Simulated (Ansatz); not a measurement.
## Pt (Fm-3m) under several functionals

**The experiment to reproduce.**

A printed reference work, textbook reports, for a bulk crystal of Pt at 300 K: lattice constant a 3.9239 Å.

Plane-wave DFT in Ansatz with scalar-relativistic PAW potentials. The same structure was relaxed (cell and atoms, symmetry kept) in separate runs at each level. No spin polarisation.

```csv
level,cutoff (eV),k mesh,V (Å³/atom),a (Å)
LDA,420,18×18×18,14.758,3.894
PBEsol,420,18×18×18,15.037,3.918
PBE+D3(BJ),420,18×18×18,15.157,3.928
r2SCAN,500,18×18×18,15.293,3.940
```

Question: Where does PBE (420 eV, k mesh 18×18×18) fall?

Answer: V (Å³/atom) 15.644, a (Å) 3.970. Its volume is the largest of the set. The usual order of volumes, LDA < PBEsol < PBE, holds here (14.758, 15.037, 15.644 Å³/atom). As a rule LDA overbinds; PBEsol, built on the gradient expansion of slowly varying densities, lies between LDA and PBE; PBE's stronger gradient term for exchange weakens bonds. Adding D3 to PBE changes the volume by -3.1 %; the term is attractive, so it pulls cells in. In metals the pairwise form ignores screening by the conduction electrons and often pulls in too far. r2SCAN lies 2.2 % under PBE in volume.

For PBE: Measured lattice constant a of Pt: 3.9239 Å (300 K; a printed reference work, textbook). This calculation gives 3.970 Å (+1.2 %). The calculations are for 0 K without zero-point motion.

Spin–orbit coupling is left out, which can shift energies with elements as heavy as these.